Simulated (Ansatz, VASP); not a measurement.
## MgS (Niningerite): VASP and Ansatz over several settings

```
S Mg
1.0
     0.00000    2.61888    2.61888
     2.61888    0.00000    2.61888
     2.61888    2.61888    0.00000
S Mg
1 1
Direct
  0.50000 0.50000 0.50000
  0.00000 0.00000 0.00000
```

Single points on this cell with VASP 6.6.1 and Ansatz 0.2.0. Each row is one pair of runs. Alike in all rows: spin: off; k mesh: 9 × 9 × 9; smearing: fermi-dirac, width 0.05 eV.

| level | VASP's potentials, cutoff | Ansatz's potentials, cutoff | gap on the k mesh at the Fermi level (eV), VASP | gap on the k mesh at the Fermi level (eV), Ansatz | least direct gap on the mesh (eV), VASP | least direct gap on the mesh (eV), Ansatz | pressure (GPa), VASP | pressure (GPa), Ansatz |
| --- | --- | --- | --- | --- | --- | --- | --- | --- |
| LDA | VASP PAW LDA potentials, release 64 (S, Mg), 520 eV | Ansatz PAW, 420 eV | 2.65 | 2.65 | 3.34 | 3.33 | -5.2 | -4.6 |
| PBE | VASP PAW PBE potentials, release 64 (S, Mg), 520 eV | Ansatz PAW, 420 eV | 2.86 | 2.88 | 3.56 | 3.57 | -0.6 | -0.3 |
| r2SCAN | VASP PAW PBE potentials, release 64 (S, Mg), 520 eV | Ansatz PAW, 500 eV | 3.52 | 3.55 | 4.45 | 4.48 | -2.0 | -1.5 |

Gap on the k mesh at the fermi level (eV): the two programs differ by at most 0.029; least direct gap on the mesh (eV): the two programs differ by at most 0.026; pressure (GPa): the two programs differ by at most 0.56.

Caveats: an odd mesh through Γ misses points on the zone boundary, where band edges often lie (VASP); the PAW data sets were made with another functional, which shifts forces and pressure a little (VASP); odd divisions of the mesh miss points on the zone boundary, where band edges often lie, so the gap on the mesh can be too wide (Ansatz); the PAW data sets come from PBE, with cores solved anew for the run's functional, which leaves a small shift of forces and pressure (Ansatz).
